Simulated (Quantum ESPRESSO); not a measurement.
## AgCl (Chlorargyrite): phonons at points of the zone under several settings

```xyz
2
Lattice="0.0000 2.7350 2.7350 2.7350 0.0000 2.7350 2.7350 2.7350 0.0000" Properties=species:S:1:pos:R:3 pbc="T T T"
Ag    0.0000    0.0000    0.0000
Cl    2.7350    2.7350    2.7350
```

All runs used Quantum ESPRESSO 7.5; potentials PseudoDojo 0.4.1 SR LDA standard; k mesh 4 × 4 × 4, shifted; relaxed cell; no spin polarisation; cutoff 1170 eV; occupations smeared at first, fixed for the response.

| level | point | frequencies (cm⁻¹) |
| --- | --- | --- |
| LDA | Γ (0.000, 0.000, 0.000) | 0 0 0 130 130 130 |
| LDA | L (0.500, 0.500, 0.500) | 64 64 73 73 109 212 |
| LDA | K (0.375, 0.375, 0.750) | ? |
| LDA | W (0.500, 0.250, 0.750) | 45 45 85 151 191 191 |
| LDA | X (0.500, 0.000, 0.500) | 32 32 54 170 170 208 |

**Question.** What stands in the row left open?

**Answer.** Frequencies 44 49 74 143 185 199 cm⁻¹.
